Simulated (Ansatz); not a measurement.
# SnO2: molecular dynamics, part 2 of 2

Aim: heat the crystal hard, then cool it somewhat, and see whether it keeps its order. Runs: 100 steps of 0.75 fs at constant energy, with velocities drawn for 7000 K; 130 steps of 1 fs under a Langevin thermostat at 2100 K. The start is the crystal (P4_2/mnm), its volume scaled by 1.15.

Ansatz 0.2.0; DFT PBE+D3(BJ), plane waves, PAW, scalar-relativistic, no spin polarisation. Earlier steps stand in the parts before.

### 7 The output, continued: dynamics from the last frame of the run before

Output, continued, shortened:

```text
md step    37: t =    37.00 fs  T =  2488.2 K  F+E_penalty+E_count = -57268.37275556 eV  E_kin = 7.719112 eV  (6 SCF iters)
[...]
md step    60: t =    60.00 fs  T =  2164.7 K  F+E_penalty+E_count = -57268.55246404 eV  E_kin = 6.715556 eV  (8 SCF iters)
[...]
md step    83: t =    83.00 fs  T =  2384.7 K  F+E_penalty+E_count = -57269.10104693 eV  E_kin = 7.397799 eV  (6 SCF iters)
[...]
md step   106: t =   106.00 fs  T =  1697.6 K  F+E_penalty+E_count = -57268.11426548 eV  E_kin = 5.266454 eV  (5 SCF iters)
[...]
md step   129: t =   129.00 fs  T =  1594.0 K  F+E_penalty+E_count = -57267.84422329 eV  E_kin = 4.944972 eV  (6 SCF iters)
[...]
md step   130: t =   130.00 fs  T =  1539.7 K  F+E_penalty+E_count = -57267.68523011 eV  E_kin = 4.776489 eV  (8 SCF iters)
SCF converged after 8 iterations
Free energy (F): -57267.685230 eV
[...]
E sigma→0 (E₀):  -57267.267743 eV
Entropy (-TS):   -0.834975 eV (-34.791 meV/atom)
Fermi energy:    8.659813 eV
[...]
--- Forces (eV/Å), atoms counted from 1 ---
  atom   1  Sn    -0.14678941     1.07831561     1.73581792
  atom   2  Sn     0.53529861    -0.08898258    -1.56527207
  atom   3  O      0.84164986    -0.71725947     2.79882331
  atom   4  O      1.15417674     0.09904135    -1.72751558
  atom   5  O      0.80528076     0.28708575    -1.26341230
  atom   6  O      0.64804298    -0.09854534     0.17651574
  atom   7  Sn    -1.14916979     4.10646057    -1.42066488
  atom   8  Sn    -0.77884976    -0.74866686    -0.69306112
[...]
--- MD trajectory: 130 steps, t = 0.0 → 130.0 fs ---
  final state: T = 1539.7 K   F+E_penalty+E_count = -57267.68523011 eV   E_kin = 4.776489 eV
```

Wall time 31 min (4 threads of AMD EPYC 7R43 (Zen 3), shared host); peak memory 1.7 GiB.

### 8 What the atoms did

One step in 7; energies are changes from step 0; msd is the mean square displacement from the start, the centre of mass held:

| time (fs) | T (K) | potential energy change (meV/atom) | msd O (Å²) | msd Sn (Å²) |
| --- | --- | --- | --- | --- |
| 0.0 | 2012 | 0.0 | 0.000 | 0.000 |
| 7.0 | 2267 | 1.0 | 0.016 | 0.002 |
| 14.0 | 1880 | -5.5 | 0.059 | 0.007 |
| 21.0 | 1561 | -21.1 | 0.103 | 0.014 |
| 28.0 | 1976 | -61.4 | 0.136 | 0.021 |
| 35.0 | 2367 | -87.3 | 0.168 | 0.030 |
| 42.0 | 2517 | -121.1 | 0.203 | 0.042 |
| 49.0 | 2336 | -121.4 | 0.249 | 0.057 |
| 56.0 | 2373 | -96.9 | 0.288 | 0.074 |
| 63.0 | 2173 | -100.1 | 0.313 | 0.094 |
| 70.0 | 2068 | -91.2 | 0.328 | 0.114 |
| 77.0 | 2351 | -121.5 | 0.322 | 0.136 |
| 84.0 | 2135 | -126.4 | 0.327 | 0.162 |
| 91.0 | 2329 | -138.1 | 0.341 | 0.182 |
| 98.0 | 2079 | -108.0 | 0.364 | 0.200 |
| 105.0 | 1789 | -85.0 | 0.390 | 0.217 |
| 112.0 | 1919 | -88.2 | 0.411 | 0.228 |
| 119.0 | 2075 | -102.1 | 0.423 | 0.240 |
| 126.0 | 1786 | -95.0 | 0.438 | 0.247 |
| 130.0 | 1540 | -66.3 | 0.446 | 0.248 |

time (fs), T (K) and a bar:
```
      0.0       2012 ############
      6.0       2269 ###################
     11.0       2079 ##############
     17.0       1696 ####
     23.0       1988 ###########
     28.0       1976 ###########
     34.0       2291 ###################
     40.0       2685 #############################
     45.0       2714 ##############################
     51.0       2135 ###############
     57.0       2287 ###################
     62.0       2146 ###############
     68.0       1900 #########
     73.0       2581 ###########################
     79.0       2436 #######################
     85.0       2145 ###############
     90.0       2216 #################
     96.0       2177 ################
    102.0       1869 ########
    107.0       1654 ###
    113.0       1914 ##########
    119.0       2075 ##############
    124.0       2039 #############
    130.0       1540
```

Pair distribution over the second half of the run:

| r (Å) | g O–O | g Sn–O | g Sn–Sn |
| --- | --- | --- | --- |
| 0.68 | 0.00 | 0.00 | 0.00 |
| 0.84 | 0.00 | 0.00 | 0.00 |
| 1.00 | 0.00 | 0.00 | 0.00 |
| 1.16 | 0.00 | 0.00 | 0.00 |
| 1.32 | 0.00 | 0.00 | 0.00 |
| 1.48 | 0.00 | 0.00 | 0.00 |
| 1.64 | 0.00 | 0.00 | 0.00 |
| 1.80 | 0.00 | 0.44 | 0.00 |
| 1.96 | 0.00 | 3.25 | 0.00 |
| 2.12 | 0.00 | 4.42 | 0.00 |
| 2.28 | 0.09 | 3.13 | 0.00 |
| 2.44 | 0.22 | 1.34 | 0.00 |
| 2.60 | 1.00 | 0.34 | 0.00 |
| 2.76 | 2.04 | 0.13 | 0.00 |
| 2.92 | 2.58 | 0.10 | 0.00 |
| 3.08 | 2.72 | 0.08 | 0.13 |
| 3.24 | 2.53 | 0.24 | 2.14 |

First peaks of g(r) that rise above 1 (not always the tallest), and, where a minimum follows, the mean number of second-named atoms round a first-named one up to the next minimum:

| pair | peak (Å) | height | minimum (Å) | neighbours |
| --- | --- | --- | --- | --- |
| Sn–O | 2.12 | 4.4 | 3.00 | 6.1 |

### 9 Snapshots as a file

Positions (Å) and forces (eV/Å):

```xyz
24
Lattice="-4.963 -4.963 0.000 4.963 -4.963 0.000 0.000 0.000 6.677" Properties=species:S:1:pos:R:3:forces:R:3 pbc="T T T" time_fs=32.0 T=2086 dE=-1.8858
Sn   -0.243   -5.296   -0.082   -0.053    0.044    1.924
Sn    2.408   -2.513    1.833   -0.081    0.583   -1.372
O     0.944   -3.776   -0.376    2.598    4.470    0.229
O     0.948   -0.984    1.920    0.453    0.642   -2.255
O    -1.673   -6.801   -0.244    0.290    0.231    2.299
O     3.794   -3.950    1.756    1.632   -1.320   -0.812
Sn    0.249   -5.173    3.601    2.334   -2.571   -4.312
Sn    2.080   -2.432    5.021    0.435   -1.348   -1.286
O     1.233   -3.315    3.300   -0.096   -0.532    0.862
O     1.240   -0.415    4.921    1.065   -2.707    1.927
O    -1.492   -6.644    3.281   -0.099    0.396    1.548
O     3.958   -4.184    5.015   -0.681    0.844   -1.041
Sn    0.068    0.236   -0.045   -1.238   -0.138    1.053
Sn   -2.441   -2.395    1.378   -0.414    0.600    2.137
O    -3.578   -3.098   -0.218   -0.111   -0.358    0.091
O     0.785   -5.758    1.704    0.534   -0.432   -0.498
O    -1.434   -1.308    0.033    0.832   -0.566   -1.393
O    -1.454   -4.094    1.124    0.698   -1.130    0.281
Sn    0.231    0.223    3.372   -3.143    0.915   -1.186
Sn   -2.046   -2.683    4.781   -2.182    1.973   -0.014
O    -3.727   -2.972    3.205    1.850   -0.524    0.102
O     1.369   -5.809    5.172   -0.899   -1.050   -1.106
O    -1.268   -1.692    3.109   -0.625   -0.283    0.936
O    -1.042   -4.521    4.769   -3.099    2.261    1.885
24
Lattice="-4.963 -4.963 0.000 4.963 -4.963 0.000 0.000 0.000 6.677" Properties=species:S:1:pos:R:3:forces:R:3 pbc="T T T" time_fs=65.0 T=1896 dE=-2.2637
Sn   -0.238   -5.211   -0.266   -1.149    0.268    2.647
Sn    2.254   -2.718    1.819    4.188    4.278    2.422
O     1.541   -3.335    0.302   -4.035   -3.258   -6.400
O     1.217   -0.720    1.518   -0.744   -0.600    1.290
O    -1.691   -6.639    0.128    1.040    0.469   -1.540
O     3.901   -4.370    1.470   -0.081    1.274    1.901
Sn    0.347   -5.200    3.329   -2.835   -1.238    0.074
Sn    2.281   -2.484    5.063    2.745   -0.230    1.595
O     1.387   -3.485    3.480   -0.658   -0.823    0.126
O     1.180   -0.847    4.865   -2.136    1.635    0.238
O    -1.694   -6.657    3.333    0.521   -0.273   -0.524
O     3.909   -3.770    4.918    1.660   -2.032    0.034
Sn    0.238    0.058   -0.155   -1.921   -0.406    1.417
Sn   -2.450   -2.268    1.422    1.651   -1.740    0.403
O    -3.541   -3.347    0.025    1.037    1.182   -1.096
O     0.892   -6.012    1.597   -0.013    0.534   -0.314
O    -1.638   -1.334   -0.233    0.936   -0.882   -0.891
O    -1.290   -4.197    1.188    1.030    1.021    0.602
Sn    0.171    0.433    3.301   -2.198   -2.809   -1.877
Sn   -2.091   -2.623    4.756   -1.360    1.478    2.997
O    -3.475   -3.143    3.447    0.305    0.567   -1.669
O     0.859   -6.210    5.072    0.366    1.150   -1.172
O    -1.284   -1.736    3.230    0.222    1.390   -1.659
O    -1.130   -4.331    4.562    1.428   -0.953    1.394
24
Lattice="-4.963 -4.963 0.000 4.963 -4.963 0.000 0.000 0.000 6.677" Properties=species:S:1:pos:R:3:forces:R:3 pbc="T T T" time_fs=98.0 T=2079 dE=-2.5911
Sn   -0.137   -5.161   -0.294    0.572    1.271    1.732
Sn    2.254   -2.667    2.001   -0.190    0.109   -3.153
O     1.279   -3.670   -0.312    1.417    1.818    0.392
O     1.091   -0.978    1.515   -0.516    0.283    0.529
O    -1.617   -6.692   -0.007    2.475    3.085    3.975
O     3.784   -4.051    1.711    0.759    0.388   -1.297
Sn    0.274   -5.360    3.199   -1.086    1.370   -1.322
Sn    2.628   -2.463    5.199   -2.970   -4.004   -5.563
O     1.827   -3.754    3.606   -1.154   -0.036    0.094
O     1.007   -0.641    4.717    2.353   -2.053   -0.751
O    -1.591   -6.492    3.158    1.332    0.248    2.058
O     4.418   -3.831    5.053   -2.037    1.502    0.014
Sn    0.321   -0.133   -0.198   -0.582    1.334    1.151
Sn   -2.402   -2.274    1.449    3.450    0.668   -0.403
O    -3.220   -3.452    0.029    0.186   -0.129   -1.703
O     1.200   -5.675    1.292   -0.666   -0.745    0.985
O    -1.291   -1.363   -0.295   -1.279   -1.480    0.555
O    -0.966   -4.122    1.595    0.731   -0.133   -0.519
Sn    0.095    0.558    3.205   -0.705   -2.746    0.257
Sn   -2.189   -2.574    4.897   -0.577    2.025   -1.061
O    -3.482   -2.984    2.883   -0.812   -1.247    2.339
O     0.932   -6.428    4.862   -0.905    1.711    0.457
O    -1.467   -1.236    3.141   -0.397   -1.476    0.588
O    -0.896   -4.050    4.636    0.600   -1.763    0.645
24
Lattice="-4.963 -4.963 0.000 4.963 -4.963 0.000 0.000 0.000 6.677" Properties=species:S:1:pos:R:3:forces:R:3 pbc="T T T" time_fs=130.0 T=1540 dE=-1.5905
Sn   -0.014   -5.169   -0.218   -0.147    1.078    1.736
Sn    2.171   -2.581    1.964    0.535   -0.089   -1.565
O     1.165   -3.283   -0.479    0.842   -0.717    2.799
O     0.683   -1.037    1.820    1.154    0.099   -1.728
O    -1.892   -6.430    0.296    0.805    0.287   -1.263
O     3.955   -3.869    1.394    0.648   -0.099    0.176
Sn    0.189   -5.519    3.166   -1.149    4.106   -1.421
Sn    2.664   -2.488    5.170   -0.779   -0.749   -0.693
O     1.807   -3.867    3.458   -0.468    0.002   -0.536
O     1.252   -1.089    4.561   -1.483    1.689    1.977
O    -1.536   -6.650    3.384    0.480    0.229   -1.005
O     4.281   -3.742    4.830    0.465   -1.552    1.161
Sn    0.389   -0.238   -0.172   -0.394    0.572   -1.273
Sn   -2.219   -2.389    1.460   -0.281   -2.061    3.787
O    -3.188   -3.356   -0.220   -1.603   -2.533    2.384
O     1.126   -5.804    1.367    1.499   -2.442    0.492
O    -1.637   -1.506   -0.091    3.077    2.694   -3.044
O    -0.649   -4.246    1.643   -1.257    1.342   -0.326
Sn    0.009    0.505    3.042   -0.270   -1.671    1.395
Sn   -2.322   -2.526    4.923    2.121    0.523   -2.060
O    -3.107   -3.456    3.349   -1.374   -0.498   -2.598
O     0.755   -6.351    4.807    1.425   -0.319    2.180
O    -1.306   -1.528    3.135   -1.223    0.084    1.161
O    -0.564   -4.039    4.944   -2.625    0.023   -1.736
```

On run 2: Against a set 2100 K the second half averages 2063 K with a spread of 250 K (in equilibrium 24 atoms would scatter by about 350 K, over a far longer run). The atom that moves most swings out by 1.20 Å (the median distance to the nearest neighbour, bonds to H left out, is 2.01 Å), and none ends a neighbour distance from its start. Counted from the crystal's sites, with the common drift removed, the atoms stand 0.38 Å away over the last tenth of the run (root mean square), 18 % of the neighbour distance: near the range, 10 to 20 % and a little above, in which crystals usually melt.

### 10 Summary of results

This closing draws on all 2 parts.

| quantity | value |
| --- | --- |
| run 1: length | 100 steps of 0.75 fs |
| run 1: temperature, first and last step | 7000 and 3607 K |
| run 1: temperature, second half | mean 2805 K, from 2055 to 3607 K |
| run 1: potential energy, second half | +520 meV/atom from this run's first step |
| run 1: largest change of the total energy | 0.42 meV/atom |
| run 1: mean square displacement, second half | O 0.366, Sn 0.123 Å² |
| run 2: length | 130 steps of 1 fs |
| run 2: temperature, first and last step | 2012 and 1540 K |
| run 2: temperature, second half | mean 2063 K, from 1540 to 2581 K |
| run 2: potential energy, second half | -105 meV/atom from this run's first step |
| run 2: mean square displacement, second half | O 0.371, Sn 0.190 Å² |

What this shows: Mean temperatures of the second halves: 2805 K, 2063 K. In the last run: counted from the crystal's sites, with the common drift removed, the atoms stand 0.38 Å away over the last tenth of the run (root mean square), 18 % of the neighbour distance: near the range, 10 to 20 % and a little above, in which crystals usually melt. 130 fs on 24 atoms is far too short and small for converged averages. The settings are cheap ones for dynamics (low accuracy level or one k-point).
